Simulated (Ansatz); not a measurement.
# SiC: the cost of one run

Computed with Ansatz 0.2.0 (DFT PBEsol, scalar-relativistic, plane waves, PAW, unless a step's input says otherwise).

The COD entry's cell or inner coordinates are ideal or old and differ from later refinements, so a difference from it is no clean test against experiment.

2 further runs of the same task are left out: 2 set aside as unsound or not needed.

**1. The starting structure**

The structure is cubic, space group F-43m (No. 216). The conventional cell has a = 4.357 Å, b = 4.357 Å, c = 4.357 Å, α = 90.00°, β = 90.00°, γ = 90.00°. Si (site symmetry -43m) is surrounded by 4 C at 1.89 Å. Around C (site symmetry -43m) lie 4 Si at 1.89 Å.

Coordinates:

```cif
data_structure
_symmetry_space_group_name_H-M 'P 1'
_symmetry_Int_Tables_number 1
_cell_length_a 3.0807
_cell_length_b 3.0807
_cell_length_c 3.0807
_cell_angle_alpha 60.000
_cell_angle_beta 60.000
_cell_angle_gamma 60.000
_cell_volume 20.67
loop_
_atom_site_label
_atom_site_type_symbol
_atom_site_fract_x
_atom_site_fract_y
_atom_site_fract_z
_atom_site_occupancy
Si1 Si 0.00000 0.00000 0.00000 1
C1 C 0.75000 0.75000 0.75000 1
```

This cell was relaxed beforehand with the same method: volume 10.34 Å³/atom, gap on the mesh 1.24 eV.

**2. The scan**

The energy is mapped over two normal modes frozen in (zone-centre modes of the cell shown).

The axes are (1) amplitude of mode 4 (786 cm⁻¹), largest displacement: 11 values from −0.060 Å; (2) amplitude of mode 5 (786 cm⁻¹), largest displacement: 11 values from −0.060 Å.

Nothing else is relaxed (the cell and all other modes fixed). Energies count from the relaxed high-symmetry cell. Points are written as (first, second).

The modes come from a phonon run on the reference cell, made beforehand.

The patterns, per unit of each coordinate (Å):

| atom | x1 | y1 | z1 | x2 | y2 | z2 |
| --- | --- | --- | --- | --- | --- | --- |
| Si1 | -0.428 | 0.000 | 0.000 | 0.000 | 0.000 | -0.428 |
| C2 | 1.000 | 0.000 | 0.000 | 0.000 | 0.000 | 1.000 |

**3. Point (−0.060 Å, 0.000 Å)**

Input file input.yaml:

```yaml
crystal:
  lattice:
    - [0.0, 2.1783895848, 2.1783895848]
    - [2.1783895848, 0.0, 2.1783895848]
    - [2.1783895848, 2.1783895848, 0.0]
  atoms:
    - { symbol: Si, position: [-0.0058896629, 0.0058896629, 0.0058896629] }
    - { symbol: C, position: [0.7637716413, 0.7362283587, 0.7362283587] }
basis:
  ecutwfc: 520.0
kpoints:
  mp_grid: { grid: [10, 10, 10] }
hamiltonian:
  xc: pbesol
scf:
  occupations: { method: gaussian, width: 0.05 }
output:
  forces: true
  stress: true
  eigenvalues: true
```

Command:

```sh
$ ansatz run input.yaml --threads 1 --pin off --max-ram 2048MiB --backend cpu --events-out ev --progress --plain --runs-dir out
```

What time and memory should one allow on 1 thread of Intel Xeon Platinum 8259CL at 2.50GHz (Skylake/Cascade Lake), shared host?

About 4.2 s, with a peak of 0.4 GiB.
